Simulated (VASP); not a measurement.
Wanted: the native input for a VASP 6.6.1 run.

| Quantity | Value |
| --- | --- |
| Task | single point |
| Functional | PBE |
| Potentials or basis | VASP PAW PBE potentials, release 64 (Ga_d, As) |
| Cutoff | 520 eV |
| k mesh | 2 × 2 × 2 |
| Occupations | fermi-dirac, width 0.1 eV |
| Spin | no spin polarisation |
| Dipole correction | no |
| Further INCAR settings | LREAL = Auto; ALGO = Fast; EDIFF = 1e-06; NBANDS = 78 |

The structure of Ga7As8 (a cell with a defect) lies in POSCAR:

```
Ga7As8
1.0
    0.0000000000      5.7042760000      5.7042760000
    5.7042760000      0.0000000000      5.7042760000
    5.7042760000      5.7042760000      0.0000000000
Ga As
7 8
Direct
   -0.0376504398      0.0393633653     -0.0036033495
    0.0070121081     -0.0187099993      0.5070780236
   -0.0059644730      0.5114175752      0.0029030853
    0.0394986147      0.4627847601      0.4914807769
    0.5042731979      0.0393735331     -0.0036650576
    0.4553704975      0.7881455946     -0.1965402796
    0.5086745452      0.4627796762      0.4914516759
    0.1188601323      0.1350832253      0.1295675385
    0.1702033702      0.0782139574      0.6296818387
    0.1153896656      0.6576893369      0.1150211701
    0.1348820604      0.6059321989      0.6267372932
    0.6008382133      0.2630950887      0.0375672566
    0.6242988593      0.0782076463      0.6296064566
    0.6143029370      0.6577051145      0.1149859334
    0.6661247632      0.4899679644      0.6801877223
```

The input as run:

INCAR

```
SYSTEM = Ga7As8
  ALGO = Fast
  EDIFF = 1E-6
  ENCUT = 520
  GGA = PE
  ISIF = 2
  ISMEAR = -1
  LASPH = .TRUE.
  LCHARG = .FALSE.
  LREAL = Auto
  LWAVE = .FALSE.
  NBANDS = 78
  NELM = 100
  PREC = Accurate
  SIGMA = 0.1
```

KPOINTS

```
k-points
0
G
  2 2 2
  0 0 0
```

Potentials or basis: VASP PAW PBE potentials, release 64 (Ga_d, As).

Command:

```bash
$ cat potpaw_PBE.64/Ga_d/POTCAR potpaw_PBE.64/As/POTCAR > POTCAR
$ mpirun -np 1 vasp_std > vasp.out
```

Results of the run:

| Quantity | Value |
| --- | --- |
| Pressure | -0.9 GPa |
| Largest force | 0.066 eV/Å |
| Band gap on the k mesh | none (metal or under the smearing width) |

Caveat: the k mesh is coarse (spacing up to 0.48 Å⁻¹), so the values aren't converged.

Wall time 4.9 min on 1 thread of Intel(R) Xeon(R) 6975P-C (Granite Rapids) (shared host), peak memory 0.54 GiB.
